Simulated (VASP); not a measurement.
**ThSO: phonons from a supercell**

How does the lattice of ThSO vibrate? The start is a cell from a database of measured crystal structures.

Main program and level: VASP 6.6.1; PBEsol; plane waves and PAW (Th, S, O).

### Step 1. Starting point

Symmetry: P4/nmm, No. 129, tetragonal system. The conventional cell has a = 3.963 Å, b = 3.963 Å, c = 6.746 Å, α = 90.00°, β = 90.00°, γ = 90.00°. Nearest to Th lie 4 O at 2.40 Å and 6 S at 2.99 to 3.73 Å. S has 6 Th at 2.99 to 3.73 Å nearest. Nearest to O lie 4 Th at 2.40 Å. Farther neighbours and most contacts between anions are not listed.

### Step 2. Relax the host

The cell keeps its measured volume, while shape and atoms relax.

Input file INCAR:

```
SYSTEM = ThSO
PREC = Accurate
ENCUT = 520
EDIFF = 1E-06
NELM = 120
ISMEAR = 0
SIGMA = 0.05
LREAL = .FALSE.
ALGO = Normal
GGA = PS
NBANDS = 30
LASPH = .TRUE.
LORBIT = 11
LWAVE = .FALSE.
LCHARG = .FALSE.
KPAR = 2
NCORE = 4
IBRION = 2
NSW = 40
ISIF = 4
EDIFFG = -0.02
POTIM = 0.4
```

Input file POSCAR:

```
ThSO
1.0
    3.9630000000      0.0000000000      0.0000000000
    0.0000000000      3.9630000000      0.0000000000
    0.0000000000      0.0000000000      6.7460000000
Th S O
2 2 2
Direct
    0.0000000000      0.5000000000      0.2000000000
    0.5000000000      0.0000000000      0.8000000000
    0.0000000000      0.5000000000      0.6470000000
    0.5000000000      0.0000000000      0.3530000000
    0.0000000000      0.0000000000      0.0000000000
    0.5000000000      0.5000000000      0.0000000000
```

Input file KPOINTS:

```
Automatic mesh
0
Gamma
5 5 3
0 0 0
```

The projector-augmented-wave data sets are Th, S and O (PBE family, release 64).

Started as:

```console
mpirun -np 8 vasp_std
```

Output:

```text
[banner, memory and clock lines left out]
running    8 mpi-ranks, on    1 nodes
 distrk:  each k-point on    4 cores,    2 groups
 distr:  one band on    4 cores,    1 groups

 POSCAR found type information on POSCAR ThS O
 POSCAR found :  3 types and       6 ions
|                                                                             |
|               ----> ADVICE to this user running VASP <----                  |
|                                                                             |
|     You enforced a specific xc type in the INCAR file but a different       |
|     [... a line on the potential file left out ...]
|     I HOPE YOU KNOW WHAT YOU ARE DOING!                                     |
|                                                                             |

 LDA part: xc-table for (Slater+PW92), standard interpolation
 POSCAR, INCAR and KPOINTS ok, starting setup
 FFT: planning ... GRIDC
 FFT: planning ... GRID_SOFT
 FFT: planning ... GRID
 WAVECAR not read
 entering main loop
       N       E                     dE             d eps       ncg     rms          rms(c)
DAV:   1     0.533879300981E+03    0.53388E+03   -0.20690E+04   720   0.152E+03
DAV:   2     0.216854589413E+02   -0.51219E+03   -0.50212E+03   992   0.376E+02
DAV:   3    -0.577728165454E+02   -0.79458E+02   -0.78012E+02  1192   0.147E+02
DAV:   4    -0.607914352059E+02   -0.30186E+01   -0.30091E+01  1024   0.315E+01
DAV:   5    -0.609324848495E+02   -0.14105E+00   -0.14095E+00  1210   0.612E+00    0.510E+01
DAV:   6    -0.538511194527E+02    0.70814E+01   -0.38937E+01   854   0.339E+01    0.419E+01
DAV:   7    -0.540049835016E+02   -0.15386E+00   -0.76425E+00   968   0.173E+01    0.283E+01
DAV:   8    -0.542527792477E+02   -0.24780E+00   -0.28155E+00   860   0.924E+00    0.107E+01
DAV:   9    -0.540374608935E+02    0.21532E+00   -0.23454E+00   864   0.836E+00    0.276E+00
DAV:  10    -0.540310583557E+02    0.64025E-02   -0.17688E-01   930   0.289E+00    0.175E+00
DAV:  11    -0.540249759768E+02    0.60824E-02   -0.31014E-02  1024   0.975E-01    0.750E-01
DAV:  12    -0.540235840908E+02    0.13919E-02   -0.17882E-02  1032   0.737E-01    0.711E-01
DAV:  13    -0.540235026198E+02    0.81471E-04   -0.25897E-03  1056   0.264E-01    0.434E-01
DAV:  14    -0.540234580736E+02    0.44546E-04   -0.31762E-04  1138   0.103E-01    0.167E-01
DAV:  15    -0.540234592869E+02   -0.12133E-05   -0.11525E-05   936   0.213E-02    0.789E-02
DAV:  16    -0.540234495270E+02    0.97600E-05   -0.18972E-05   922   0.212E-02    0.872E-02
DAV:  17    -0.540234425952E+02    0.69317E-05   -0.46145E-05  1008   0.359E-02    0.182E-02
DAV:  18    -0.540234430070E+02   -0.41176E-06   -0.31719E-06   800   0.111E-02
   1 F= -.54023443E+02 E0= -.54023443E+02  d E =-.540234E+02
 curvature:   0.00 expect dE= 0.000E+00 dE for cont linesearch  0.000E+00
 trial: gam= 0.00000 g(F)=  0.207E-01 g(S)=  0.240E-03 ort = 0.000E+00 (trialstep = 0.100E+01)
 search vector abs. value=  0.209E-01
 bond charge predicted
       N       E                     dE             d eps       ncg     rms          rms(c)
DAV:   1    -0.540360860306E+02   -0.12643E-01   -0.10506E+00   720   0.446E+00    0.585E-01
DAV:   2    -0.540400526787E+02   -0.39666E-02   -0.62100E-02   944   0.141E+00    0.336E-01
DAV:   3    -0.540397859033E+02    0.26678E-03   -0.26550E-03  1154   0.285E-01    0.232E-01
DAV:   4    -0.540396523990E+02    0.13350E-03   -0.62618E-04  1096   0.123E-01    0.115E-01
DAV:   5    -0.540396425153E+02    0.98837E-05   -0.13038E-04  1032   0.675E-02    0.210E-02
DAV:   6    -0.540396413309E+02    0.11845E-05   -0.26481E-05  1140   0.284E-02    0.862E-03
DAV:   7    -0.540396413331E+02   -0.22142E-08   -0.36507E-06   752   0.104E-02
   2 F= -.54039641E+02 E0= -.54039641E+02  d E =-.161983E-01
[...]
3 F= -.54046465E+02 E0= -.54046465E+02  d E =-.230220E-01
[...]
4 F= -.54051935E+02 E0= -.54051935E+02  d E =-.547041E-02
[...]
5 F= -.54052211E+02 E0= -.54052211E+02  d E =-.574565E-02
 curvature:  -1.08 expect dE=-0.190E-03 dE for cont linesearch -0.394E-07
 trial: gam=-0.00105 g(F)=  0.387E-05 g(S)=  0.172E-03 ort = 0.188E-04 (trialstep = 0.131E+01)
 search vector abs. value=  0.176E-03
 bond charge predicted
       N       E                     dE             d eps       ncg     rms          rms(c)
DAV:   1    -0.540527166348E+02   -0.50605E-03   -0.27767E-02   816   0.116E+00    0.167E-01
DAV:   2    -0.540524808291E+02    0.23581E-03   -0.15074E-03   844   0.308E-01    0.715E-02
DAV:   3    -0.540523871359E+02    0.93693E-04   -0.32661E-04  1016   0.986E-02    0.314E-02
DAV:   4    -0.540523769914E+02    0.10144E-04   -0.47730E-05   960   0.436E-02    0.154E-02
DAV:   5    -0.540523746628E+02    0.23286E-05   -0.77959E-06   864   0.172E-02    0.885E-03
DAV:   6    -0.540523745075E+02    0.15527E-06   -0.15291E-06   594   0.795E-03
   6 F= -.54052375E+02 E0= -.54052375E+02  d E =-.163805E-03
 trial-energy change:   -0.000164  1 .order   -0.000165   -0.000231   -0.000099
 step:   2.2872(harm=  2.2872)  dis= 0.00065  next Energy=   -54.052412 (dE=-0.201E-03)
 reached required accuracy - stopping structural energy minimisation
```

Wall time 22 s (8 MPI ranks of AMD EPYC 9R45, shared host); peak memory 1.2 GiB; 2.7 min of CPU time.

Lines that name or quote the potential files are left out of all logs, and their timing lines are given in words.

OUTCAR, selected parts (step 2):

```text
ion  position               nearest neighbor table
   1  0.000  0.500  0.200-   5 2.40   6 2.40   5 2.40   6 2.40   4 2.99   4 2.99   4 2.99   4 2.99
                             3 3.02
   2  0.500  0.000  0.800-   5 2.40   6 2.40   6 2.40   5 2.40   3 2.99   3 2.99   3 2.99   3 2.99
                             4 3.02
   3  0.000  0.500  0.647-   2 2.99   2 2.99   2 2.99   2 2.99   1 3.02
   4  0.500  0.000  0.353-   1 2.99   1 2.99   1 2.99   1 2.99   2 3.02
   5  0.000  0.000  0.000-   1 2.40   2 2.40   1 2.40   2 2.40
   6  0.500  0.500  0.000-   1 2.40   2 2.40   2 2.40   1 2.40

  LATTYP: Found a simple tetragonal cell.
 ALAT       =     3.9630000000
 C/A-ratio  =     1.7022457734

 Subroutine GETGRP returns: Found 16 space group operations
 (whereof  8 operations were pure point group operations)

The static configuration has the point symmetry D_2d.
 The point group associated with its full space group is D_4h.

 Found     12 irreducible k-points:

   k-points           NKPTS =     12   k-points in BZ     NKDIM =     12   number of bands    NBANDS=     30

   dimension x,y,z NGX =    30 NGY =   30 NGZ =   50
   dimension x,y,z NGXF=    60 NGYF=   60 NGZF=  100

   ENCUT  =  520.0 eV  38.22 Ry    6.18 a.u.   7.37  7.37 12.54*2*pi/ulx,y,z

   NELECT =      48.0000    total number of electrons

 k-points in reciprocal lattice and weights: Automatic mesh
   0.00000000  0.00000000  0.00000000       0.013
   0.20000000  0.00000000  0.00000000       0.053
   0.40000000  0.00000000  0.00000000       0.053
   0.20000000  0.20000000  0.00000000       0.053
   0.40000000  0.20000000  0.00000000       0.107
   0.40000000  0.40000000  0.00000000       0.053
   0.00000000  0.00000000  0.33333333       0.027
   0.20000000  0.00000000  0.33333333       0.107
   0.40000000  0.00000000  0.33333333       0.107
   0.20000000  0.20000000  0.33333333       0.107
   0.40000000  0.20000000  0.33333333       0.213
   0.40000000  0.40000000  0.33333333       0.107

 average (electrostatic) potential at core
       1 -57.5017       2 -57.5017       3 -83.5889       4 -83.5889       5 -68.4507
       6 -68.4507

 E-fermi :   6.7633

 k-point     1 :       0.0000    0.0000    0.0000
  band No.  band energies     occupation
    ...
     20       4.6425      2.00000
     21       4.6425      2.00000
     22       6.5060      2.00000
     23       6.5335      2.00000
     24       6.5335      2.00000
     25       7.5165      0.00000
     26       8.9944      0.00000
     27       9.6219      0.00000
     28       9.8480      0.00000
     29       9.8480      0.00000
    ...

 k-point     2 :       0.2000    0.0000    0.0000
  band No.  band energies     occupation
    ...
     20       4.4452      2.00000
     21       4.4582      2.00000
     22       5.4143      2.00000
     23       5.8962      2.00000
     24       6.1603      2.00000
     25       8.3346      0.00000
     26       9.2599      0.00000
     27       9.7046      0.00000
     28       9.8895      0.00000
     29       9.8909      0.00000
    ...

 k-point     3 :       0.4000    0.0000    0.0000
  band No.  band energies     occupation
    ...
     20       4.3449      2.00000
     21       4.4850      2.00000
     22       4.9037      2.00000
     23       5.0005      2.00000
     24       5.4309      2.00000
     25       9.3544      0.00000
     26       9.4632      0.00000
     27       9.9235      0.00000
     28      10.1059      0.00000
     29      10.1514      0.00000
    ...

  Total       -1.8484316     -1.8484316     -1.7609414      0.0000000      0.0000000      0.0000000
  in kB      -27.9524241    -27.9524241    -26.6293776      0.0000000      0.0000000      0.0000000
  external PRESSURE =     -27.5114086 kB  Pullay stress =       0.0000000 kB

  energy-cutoff  :      520.00
  volume of cell :      105.95
      direct lattice vectors                 reciprocal lattice vectors
     3.962516535  0.000000000  0.000000000     0.252364878  0.000000000  0.000000000
     0.000000000  3.962516535  0.000000000     0.000000000  0.252364878 -0.000000000
     0.000000000  0.000000000  6.747646255     0.000000000  0.000000000  0.148199826

 POSITION                                       TOTAL-FORCE (eV/Angst)
 -----------------------------------------------------------------------------------
      0.00000      1.98126      1.34569         0.000000     -0.000000     -0.003688
      1.98126      0.00000      5.40195         0.000000      0.000000      0.003688
      0.00000      1.98126      4.30770         0.000000      0.000000      0.000128
      1.98126      0.00000      2.43995         0.000000     -0.000000     -0.000128
      0.00000      0.00000      0.00000         0.000000      0.000000      0.000000
      1.98126      1.98126      0.00000        -0.000000     -0.000000      0.000000
 -----------------------------------------------------------------------------------
    total drift:                                0.000000      0.000000     -0.000000

  FREE ENERGIE OF THE ION-ELECTRON SYSTEM (eV)
  ---------------------------------------------------
  free  energy   TOTEN  =       -54.0523745075 eV

  energy  without entropy=      -54.0523745075  energy(sigma->0) =      -54.05237451

 reached required accuracy - stopping structural energy minimisation

 total charge
# of ion       s       p       d       f       tot
--------------------------------------------------
    1        2.102   5.886   0.866   0.495   9.348
    2        2.102   5.886   0.866   0.495   9.348
    3        1.319   2.430   0.000   0.000   3.749
    4        1.319   2.430   0.000   0.000   3.749
    5        1.563   3.475   0.000   0.000   5.037
    6        1.563   3.475   0.000   0.000   5.037
--------------------------------------------------
tot          9.968  23.580   1.731   0.990  36.268

[... 3 further parts left out ...]
```

The gap is read on the k-mesh alone, so it is an upper bound where the band edges lie off the mesh. The PAW data sets were made with PBE, which is usual practice but a small mismatch for other functionals. The run keeps the 16 symmetry operations of its start, so it cannot find a distortion of lower symmetry.

Relaxation path:

```tsv
step	energy less that of the first step (eV)	largest force (eV/Å)	pressure (GPa)	volume (Å³)
1	0.0000	0.4803	-2.63	105.95
2	-0.0162	0.3167	-2.53	105.95
3	-0.0230	0.2758	-2.37	105.95
4	-0.0285	0.0595	-2.67	105.95
5	-0.0288	0.0071	-2.76	105.95
6	-0.0289	0.0037	-2.75	105.95
```

```tsv
conventional cell, symmetrised	before	after	change
a (Å)	3.963	3.963	-0.0 %
b (Å)	3.963	3.963	-0.0 %
c (Å)	6.746	6.748	+0.0 %
volume (Å³/atom)	17.66	17.66	-0.0 %
```

The atoms that moved most (Å, as changes of fractional coordinates times the final cell):

```tsv
atom	dx	dy	dz	length
S4	0.000	0.000	0.058	0.058
S3	0.000	0.000	-0.058	0.058
```

Final coordinates:

```xyz
6
Lattice="3.9625 0.0000 0.0000 0.0000 3.9625 0.0000 0.0000 0.0000 6.7476" Properties=species:S:1:pos:R:3 pbc="T T T"
Th    0.0000    1.9813    1.3457
Th    1.9813    0.0000    5.4020
S     0.0000    1.9813    4.3077
S     1.9813    0.0000    2.4399
O     0.0000    0.0000    0.0000
O     1.9813    1.9813    0.0000
```

A gap read on the k-mesh alone can miss the band edges.

Numbers from this step:

| Property | Result |
| --- | --- |
| electronic cycles | 50 |
| electrons | 48 |
| free energy (TOTEN) | -54.0524 eV |
| Fermi energy | 6.763 eV |
| pressure | -2.751 GPa |
| labelled metallic, from the levels on this mesh | no |
| gap on the k-mesh | 0.9830 eV |
| least direct gap on the k-mesh | 0.9830 eV |

The run ended after 6 ionic steps, 0.029 eV below its first step, once the forces on the free atoms met EDIFFG = -0.02.

[end of part 1 of 4]

[Lines on the potential files, build, host, timing and source positions are cut from VASP's logs without a mark.]

[Logs are printed without paths, hosts, clocks, repeated set-up lines and the standing remarks that a program may print on its own settings, such as how far it seeks lower states.]

[Hosts, paths, dates, database ids (printed as entryN), source tags and the programs' standing remarks are cut or masked in the printed files.]

[Runs that stopped without an error message from VASP are left out.]
